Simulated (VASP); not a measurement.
# MgS (Niningerite) (Fm-3m) in VASP: notebook, part 2 of 2

VASP 6.6.1.

### 4 Band structure, PBE0

File POSCAR:

```
MgS
1.0
    0.0000000000      2.6016500000      2.6016500000
    2.6016500000      0.0000000000      2.6016500000
    2.6016500000      2.6016500000      0.0000000000
S Mg
1 1
Direct
    0.5000000000      0.5000000000      0.5000000000
    0.0000000000      0.0000000000      0.0000000000
```

File INCAR.step1:

```
SYSTEM = MgS
ALGO     = Normal         ! electronic algorithm
EDIFF    = 1E-5           ! SCF threshold, eV
ENCUT    = 520            ! plane-wave cutoff, eV
GGA      = PE             ! functional
ISIF     = 2              ! what is computed and relaxed
ISMEAR   = 0              ! smearing method
KPAR     = 4            
LASPH    = .TRUE.         ! aspherical terms in the spheres
LCHARG   = .FALSE.        ! write CHGCAR
LREAL    = .FALSE.        ! projectors in reciprocal space
LWAVE    = .TRUE.         ! write WAVECAR
NBANDS   = 11             ! bands
NELM     = 100            ! most SCF steps
PREC     = Accurate       ! precision mode
SIGMA    = 0.02           ! smearing width, eV
```

File INCAR.step2:

```
SYSTEM = MgS
AEXX     = 0.25           ! exact-exchange fraction
ALGO     = Normal         ! electronic algorithm
EDIFF    = 1E-6           ! SCF threshold, eV
ENCUT    = 520            ! plane-wave cutoff, eV
GGA      = PE             ! functional
HFRCUT   = -1           
ISIF     = 2              ! what is computed and relaxed
ISMEAR   = 0              ! smearing method
ISTART   = 1            
KPAR     = 4            
LASPH    = .TRUE.         ! aspherical terms in the spheres
LCHARG   = .FALSE.        ! write CHGCAR
LHFCALC  = .TRUE.         ! exact exchange
LREAL    = .FALSE.        ! projectors in reciprocal space
LWAVE    = .FALSE.        ! write WAVECAR
NBANDS   = 11             ! bands
NELM     = 100            ! most SCF steps
PREC     = Accurate       ! precision mode
PRECFOCK = Fast         
SIGMA    = 0.02           ! smearing width, eV
```

File KPOINTS:

```
k-points
0
G
  6 6 6
  0 0 0
```

File KPOINTS_OPT:

```
path GXWKGLUWLK,UX
10
line-mode
reciprocal
 0.0000000000  0.0000000000  0.0000000000  G
 0.5000000000  0.0000000000  0.5000000000  X

 0.5000000000  0.0000000000  0.5000000000  X
 0.5000000000  0.2500000000  0.7500000000  W

 0.5000000000  0.2500000000  0.7500000000  W
 0.3750000000  0.3750000000  0.7500000000  K

 0.3750000000  0.3750000000  0.7500000000  K
 0.0000000000  0.0000000000  0.0000000000  G

 0.0000000000  0.0000000000  0.0000000000  G
 0.5000000000  0.5000000000  0.5000000000  L

 0.5000000000  0.5000000000  0.5000000000  L
 0.6250000000  0.2500000000  0.6250000000  U

 0.6250000000  0.2500000000  0.6250000000  U
 0.5000000000  0.2500000000  0.7500000000  W

 0.5000000000  0.2500000000  0.7500000000  W
 0.5000000000  0.5000000000  0.5000000000  L

 0.5000000000  0.5000000000  0.5000000000  L
 0.3750000000  0.3750000000  0.7500000000  K

 0.6250000000  0.2500000000  0.6250000000  U
 0.5000000000  0.0000000000  0.5000000000  X
```

Potentials or basis: VASP PAW PBE potentials, release 64 (S, Mg).

On the command line:

```console
> cat potpaw_PBE.64/S/POTCAR potpaw_PBE.64/Mg/POTCAR > POTCAR
> cp INCAR.step1 INCAR
> mpirun -np 4 vasp_std > vasp.out
> cp INCAR.step2 INCAR
> mpirun -np 4 vasp_std > vasp.out
```

OUTCAR:

```text
SYSTEM = MgS
   AEXX = 0.25
   EDIFF = 1E-6
   ENCUT = 520
   GGA = PE
   ISIF = 2
   ISMEAR = 0
   ISTART = 1
   LASPH = .TRUE.
   LHFCALC = .TRUE.
   LREAL = .FALSE.
   NELM = 100
   PREC = Accurate
   PRECFOCK = Fast

 ion  position               nearest neighbor table
   1  0.500  0.500  0.500-   2 2.60   2 2.60   2 2.60   2 2.60   2 2.60   2 2.60
   2  0.000  0.000  0.000-   1 2.60   1 2.60   1 2.60   1 2.60   1 2.60   1 2.60

  LATTYP: Found a face centered cubic cell.
 ALAT       =     5.2033000000

  Lattice vectors:
[... 411 lines left out ...]

  FORCE on cell =-STRESS in cart. coord.  units (eV):
  Direction    XX          YY          ZZ          XY          YZ          ZX
  --------------------------------------------------------------------------------------
  -------------------------------------------------------------------------------------
  Total       -0.1603637     -0.1603637     -0.1603637      0.0000000      0.0000000      0.0000000
  in kB       -7.2952470     -7.2952470     -7.2952470      0.0000000      0.0000000      0.0000000
  external PRESSURE =      -7.2952470 kB  Pullay stress =       0.0000000 kB

 VOLUME and BASIS-vectors are now :
 -----------------------------------------------------------------------------
  energy-cutoff  :      520.00
  volume of cell :       35.22
      direct lattice vectors                 reciprocal lattice vectors
     0.000000000  2.601650000  2.601650000    -0.192185728  0.192185728  0.192185728
     2.601650000  0.000000000  2.601650000     0.192185728 -0.192185728  0.192185728
     2.601650000  2.601650000  0.000000000     0.192185728  0.192185728 -0.192185728

 POSITION                                       TOTAL-FORCE (eV/Angst)
 -----------------------------------------------------------------------------------
      2.60165      2.60165      2.60165         0.000000      0.000000      0.000000
      0.00000      0.00000      0.00000        -0.000000     -0.000000     -0.000000
 -----------------------------------------------------------------------------------
    total drift:                               -0.000000     -0.000000      0.000000

  FREE ENERGIE OF THE ION-ELECTRON SYSTEM (eV)
  ---------------------------------------------------
  free  energy   TOTEN  =       -10.4410867131 eV

  energy  without entropy=      -10.4410867131  energy(sigma->0) =      -10.44108671
```

OUTCAR.step1:

```text
SYSTEM = MgS
   EDIFF = 1E-5
   ENCUT = 520
   GGA = PE
   ISIF = 2
   ISMEAR = 0
[... 436 lines left out ...]
      2.60165      2.60165      2.60165         0.000000     -0.000000     -0.000000
      0.00000      0.00000      0.00000        -0.000000      0.000000      0.000000
 -----------------------------------------------------------------------------------
    total drift:                                0.000000      0.000000      0.000000

  FREE ENERGIE OF THE ION-ELECTRON SYSTEM (eV)
  ---------------------------------------------------
  free  energy   TOTEN  =        -8.4992063083 eV

  energy  without entropy=       -8.4992063083  energy(sigma->0) =       -8.49920631
```

Wall time 3 min (4 MPI ranks of Intel Xeon Platinum 8488C (Sapphire Rapids), shared host); peak memory 0.22 GiB.

Results:

```
Free energy             : -10.4411 eV
Pressure                : -0.7 GPa
Band gap on the k mesh  : 4.48 eV, indirect (least direct gap 5.50 eV)
Band gap along the path : 4.48 eV, indirect (least direct gap 5.50 eV)
```

Levels at the corners of the path, in eV from the valence-band top:
| point | band 1 | band 2 | band 3 | band 4 | band 5 | band 6 | band 7 | band 8 | band 9 |
| --- | --- | --- | --- | --- | --- | --- | --- | --- | --- |
| Γ | -14.02 | 0.00 | 0.00 | 0.00 | 5.50 | 9.85 | 9.85 | 9.85 | 12.46 |
| X | -12.17 | -4.65 | -1.86 | -1.86 | 4.48 | 6.06 | 14.28 | 15.12 | 15.68 |
| X | -12.17 | -4.65 | -1.86 | -1.86 | 4.48 | 6.06 | 14.28 | 15.12 | 15.68 |
| W | -12.12 | -3.57 | -3.57 | -2.55 | 7.11 | 9.89 | 9.89 | 10.08 | 16.66 |
| W | -12.12 | -3.57 | -3.57 | -2.55 | 7.11 | 9.89 | 9.89 | 10.08 | 16.66 |
| K | -12.18 | -4.09 | -3.49 | -1.50 | 5.65 | 8.57 | 11.82 | 12.20 | 14.08 |
| K | -12.18 | -4.09 | -3.49 | -1.50 | 5.65 | 8.57 | 11.82 | 12.20 | 14.08 |
| Γ | -14.02 | 0.00 | 0.00 | 0.00 | 5.50 | 9.85 | 9.85 | 9.85 | 12.46 |
| Γ | -14.02 | 0.00 | 0.00 | 0.00 | 5.50 | 9.85 | 9.85 | 9.85 | 12.46 |
| L | -12.59 | -5.33 | -0.65 | -0.65 | 6.27 | 8.80 | 8.80 | 12.36 | 14.27 |
| L | -12.59 | -5.33 | -0.65 | -0.65 | 6.27 | 8.80 | 8.80 | 12.36 | 14.27 |
| U | -12.18 | -4.09 | -3.49 | -1.50 | 5.65 | 8.57 | 11.82 | 12.20 | 14.08 |
| U | -12.18 | -4.09 | -3.49 | -1.50 | 5.65 | 8.57 | 11.82 | 12.20 | 14.08 |
| W | -12.12 | -3.57 | -3.57 | -2.55 | 7.11 | 9.89 | 9.89 | 10.08 | 16.66 |
| W | -12.12 | -3.57 | -3.57 | -2.55 | 7.11 | 9.89 | 9.89 | 10.08 | 16.66 |
| L | -12.59 | -5.33 | -0.65 | -0.65 | 6.27 | 8.80 | 8.80 | 12.36 | 14.27 |
| L | -12.59 | -5.33 | -0.65 | -0.65 | 6.27 | 8.80 | 8.80 | 12.36 | 14.27 |
| K | -12.18 | -4.09 | -3.49 | -1.50 | 5.65 | 8.57 | 11.82 | 12.20 | 14.08 |
| U | -12.18 | -4.09 | -3.49 | -1.50 | 5.65 | 8.57 | 11.82 | 12.20 | 14.08 |
| X | -12.17 | -4.65 | -1.86 | -1.86 | 4.48 | 6.06 | 14.28 | 15.12 | 15.68 |

Caveat: the PAW data sets were made with another functional, which shifts forces and pressure a little.

### 5 Band structure, r2SCAN-EpsX

POSCAR is that of step 4.

Changes to INCAR.step1 since step 4:

```diff
@@ -2,3 +2,3 @@
 ALGO     = Normal         ! electronic algorithm
-EDIFF    = 1E-5           ! SCF threshold, eV
+EDIFF    = 1E-8           ! SCF threshold, eV
 ENCUT    = 520            ! plane-wave cutoff, eV
@@ -10,5 +10,5 @@
 LCHARG   = .FALSE.        ! write CHGCAR
+LEPSILON = .TRUE.         ! dielectric tensor by DFPT
 LREAL    = .FALSE.        ! projectors in reciprocal space
-LWAVE    = .TRUE.         ! write WAVECAR
-NBANDS   = 11             ! bands
+LWAVE    = .FALSE.        ! write WAVECAR
 NELM     = 100            ! most SCF steps
```

File KPOINTS.step1:

```
Automatic mesh
0
G
  10 10 10
  0 0 0
```

File INCAR.step2:

```
SYSTEM = MgS
ALGO     = Normal         ! electronic algorithm
EDIFF    = 1E-5           ! SCF threshold, eV
ENCUT    = 520            ! plane-wave cutoff, eV
GGA      = PE             ! functional
ISIF     = 2              ! what is computed and relaxed
ISMEAR   = 0              ! smearing method
KPAR     = 4            
LASPH    = .TRUE.         ! aspherical terms in the spheres
LCHARG   = .FALSE.        ! write CHGCAR
LREAL    = .FALSE.        ! projectors in reciprocal space
LWAVE    = .TRUE.         ! write WAVECAR
NBANDS   = 11             ! bands
NELM     = 100            ! most SCF steps
PREC     = Accurate       ! precision mode
SIGMA    = 0.02           ! smearing width, eV
```

File KPOINTS.step2:

```
k-points
0
G
  6 6 6
  0 0 0
```

File INCAR.step3:

```
SYSTEM = MgS
AEXX     = 0.1859         ! exact-exchange fraction
ALGO     = Normal         ! electronic algorithm
EDIFF    = 1E-6           ! SCF threshold, eV
ENCUT    = 520            ! plane-wave cutoff, eV
HFRCUT   = -1           
ISIF     = 2              ! what is computed and relaxed
ISMEAR   = 0              ! smearing method
ISTART   = 1            
KPAR     = 4            
LASPH    = .TRUE.         ! aspherical terms in the spheres
LCHARG   = .FALSE.        ! write CHGCAR
LHFCALC  = .TRUE.         ! exact exchange
LMIXTAU  = .TRUE.       
LREAL    = .FALSE.        ! projectors in reciprocal space
LWAVE    = .FALSE.        ! write WAVECAR
METAGGA  = R2SCAN         ! meta-GGA
NBANDS   = 11             ! bands
NELM     = 100            ! most SCF steps
PREC     = Accurate       ! precision mode
PRECFOCK = Fast         
SIGMA    = 0.02           ! smearing width, eV
```

File KPOINTS.step3:

```
k-points
0
G
  6 6 6
  0 0 0
```

KPOINTS_OPT is that of step 4.

On the command line:

```console
> cat potpaw_PBE.64/S/POTCAR potpaw_PBE.64/Mg/POTCAR > POTCAR
> cp INCAR.step1 INCAR
> cp KPOINTS.step1 KPOINTS
> mpirun -np 4 vasp_std > vasp.out
> cp INCAR.step2 INCAR
> cp KPOINTS.step2 KPOINTS
> mpirun -np 4 vasp_std > vasp.out
> cp INCAR.step3 INCAR
> cp KPOINTS.step3 KPOINTS
> mpirun -np 4 vasp_std > vasp.out
```

Run time: 4.2 min. Hardware: 4 MPI ranks of Intel Xeon Platinum 8488C (Sapphire Rapids), shared host; peak memory 0.23 GiB.

It converged, with:

| Quantity | Value |
| --- | --- |
| Free energy | -15.6180 eV |
| Pressure | -1.1 GPa |
| Band gap on the k mesh | 4.52 eV, indirect (least direct gap 5.68 eV) |
| Band gap along the path | 4.52 eV, indirect (least direct gap 5.68 eV) |

Levels at the corners of the path, in eV from the valence-band top:
```
point  band 1  band 2  band 3  band 4  band 5  band 6  band 7  band 8
    Γ  -14.04    0.00    0.00    0.00    5.68    9.78    9.78    9.78
    X  -12.20   -4.58   -1.85   -1.85    4.52    6.01   14.50   15.01
    X  -12.20   -4.58   -1.85   -1.85    4.52    6.01   14.50   15.01
    W  -12.16   -3.52   -3.52   -2.49    7.11    9.87    9.87   10.09
    W  -12.16   -3.52   -3.52   -2.49    7.11    9.87    9.87   10.09
    K  -12.21   -4.03   -3.42   -1.49    5.66    8.55   11.80   12.27
    K  -12.21   -4.03   -3.42   -1.49    5.66    8.55   11.80   12.27
    Γ  -14.04    0.00    0.00    0.00    5.68    9.78    9.78    9.78
    Γ  -14.04    0.00    0.00    0.00    5.68    9.78    9.78    9.78
    L  -12.62   -5.23   -0.66   -0.66    6.30    8.74    8.74   12.58
    L  -12.62   -5.23   -0.66   -0.66    6.30    8.74    8.74   12.58
    U  -12.21   -4.03   -3.42   -1.49    5.66    8.55   11.80   12.27
    U  -12.21   -4.03   -3.42   -1.49    5.66    8.55   11.80   12.27
    W  -12.16   -3.52   -3.52   -2.49    7.11    9.87    9.87   10.09
    W  -12.16   -3.52   -3.52   -2.49    7.11    9.87    9.87   10.09
    L  -12.62   -5.23   -0.66   -0.66    6.30    8.74    8.74   12.58
    L  -12.62   -5.23   -0.66   -0.66    6.30    8.74    8.74   12.58
    K  -12.21   -4.03   -3.42   -1.49    5.66    8.55   11.80   12.27
    U  -12.21   -4.03   -3.42   -1.49    5.66    8.55   11.80   12.27
    X  -12.20   -4.58   -1.85   -1.85    4.52    6.01   14.50   15.01
```

Caveat: the PAW data sets were made with another functional, which shifts forces and pressure a little.

### 6 The runs side by side

| level | screening parameter | exchange at q = 0 | share of exact exchange | gap on the mesh (eV) | pressure (GPa) |
| --- | --- | --- | --- | --- | --- |
| HSE06 | 0.2 1/A | - | - | 3.77 | -0.7 |
| HSE03 | - | - | - | 3.54 | -0.6 |
| PBE0 | - | truncated | - | 4.48 | -0.7 |
| r2SCAN-EpsX | - | truncated | 0.1859 | 4.52 | -1.1 |

Alike in all rows: task band structure; potentials or basis VASP PAW PBE potentials, release 64 (S, Mg); no spin polarisation; cell as given; k mesh 6 × 6 × 6; cutoff (eV) 520; smearing gaussian 0.02 eV.

On the cell as given the gap runs from 3.54 eV (HSE03) to 4.52 eV (r2SCAN-EpsX). The pressure there spans -1.1 GPa (r2SCAN-EpsX) to -0.6 GPa (HSE03); a positive pressure means that this level wants a larger cell, a negative one a smaller.

Caveats: the PAW data sets were made with another functional, which shifts forces and pressure a little.

Absolute energies hang on the potentials; compare differences alone.
